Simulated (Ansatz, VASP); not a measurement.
**Ni: VASP beside Ansatz**

```
Ni
1.0
     0.00000    1.72366    1.72366
     1.72366    0.00000    1.72366
     1.72366    1.72366    0.00000
Ni
1
Cartesian
  0.0000 0.0000 0.0000
```

Alike in both runs: task single point; functional LDA; k mesh 22 × 22 × 22; occupations gaussian, width 0.05 eV; collinear spin.

```csv
,VASP,Ansatz
version,VASP 6.6.1,Ansatz 0.2.0
potentials or method,"VASP PAW LDA potentials, release 64 (Ni)","scalar-relativistic, plane waves, PAW"
plane-wave cutoff (eV),520,420
valence electrons in the cell,10,18
```

Ansatz gave:

* gap on the k mesh at the Fermi level (eV): none
* pressure (GPa): -4.9
* net moment per atom (μB): 0.64
* size of the moment on the site where the two differ most (μB): 0.66

Question: Which values does VASP return?

Answer: gap on the k mesh at the Fermi level (eV): none; pressure (GPa): -5.3; net moment per atom (μB): 0.60; size of the moment on the site where the two differ most (μB): 0.60.

Site moments also hang on the region over which each program counts them. A gap of «none» marks a metal or a gap that the smearing closes. The two sets of potentials don't hold the same shells in valence.
